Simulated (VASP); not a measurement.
# A VASP 6.6.1 single-point calculation on Ge

INCAR

```
NELM = 95
ISMEAR = -1
NSW = 0
ENCUT = 800
LCHARG = .FALSE.
LREAL = .FALSE.
LWAVE = .FALSE.
EDIFF = 1E-7
PREC = Accurate
NBANDS = 21
ISIF = 2
SIGMA = 0.02
GGA = PE
IBRION = -1
LASPH = .TRUE.
```

KPOINTS

```
KPOINTS created by Atomic Simulation Environment
0
Gamma
8 8 8
0 0 0
```

POSCAR

```
Ge
 1.0000000000000000
     0.0000000000000000    2.8652422471999999    2.8652422471999999
     2.8652422471999999    0.0000000000000000    2.8652422471999999
     2.8652422471999999    2.8652422471999999    0.0000000000000000
 Ge
   2
Cartesian
  0.0000000000000000  0.0000000000000000  0.0000000000000000
  1.4326211235999999  1.4326211235999999  1.4326211235999999
```

The recommended PBE PAW datasets give the neutral cell 28 valence electrons.

Command

```
mpirun -np 1 vasp_std
```

Task: How does this run end, and what does it give?

Result: It converged. Results: gap between bands v and c on the k mesh 0.00 eV; least direct gap on the k mesh 0.00 eV; pressure 0.9 GPa. Band v is the last that the valence electrons fill when counted band by band, and c is the next.

OSZICAR

```
N       E                     dE             d eps       ncg     rms          rms(c)
DAV:   1     0.210503954760E+03    0.21050E+03   -0.18202E+04  1356   0.452E+03
DAV:   2     0.224555341300E+02   -0.18805E+03   -0.18221E+03  1223   0.735E+02
DAV:   3    -0.789402016986E+01   -0.30350E+02   -0.30093E+02  1413   0.159E+02
DAV:   4    -0.908050662287E+01   -0.11865E+01   -0.11856E+01  1383   0.358E+01
DAV:   5    -0.910056808641E+01   -0.20061E-01   -0.20061E-01  1388   0.517E+00    0.305E+00
DAV:   6    -0.904929235011E+01    0.51276E-01   -0.21110E-02  1440   0.152E+00    0.181E+00
DAV:   7    -0.902201515684E+01    0.27277E-01   -0.43819E-02  1298   0.199E+00    0.146E-01
DAV:   8    -0.902370816832E+01   -0.16930E-02   -0.59331E-03  1363   0.101E+00    0.417E-02
DAV:   9    -0.902387011483E+01   -0.16195E-03   -0.22892E-04  1369   0.215E-01    0.159E-02
DAV:  10    -0.902389981992E+01   -0.29705E-04   -0.53968E-05  1370   0.795E-02    0.578E-03
DAV:  11    -0.902390198460E+01   -0.21647E-05   -0.79319E-06  1480   0.481E-02    0.187E-03
DAV:  12    -0.902390194581E+01    0.38794E-07   -0.41295E-07  1486   0.124E-02
   1 F= -.90239019E+01 E0= -.90237949E+01  d E =-.214189E-03
```

Standard output (part)

```
POSCAR found type information on POSCAR Ge
 POSCAR found :  1 types and       2 ions
 LDA part: xc-table for (Slater+PW92), standard interpolation
 POSCAR, INCAR and KPOINTS ok, starting setup
 WAVECAR not read
 entering main loop
```

For comparison, a separate PBE run of the intended cell, on usual settings and not on those above, gives a gap of 0.00 eV on its mesh and a pressure of 0.9 GPa.
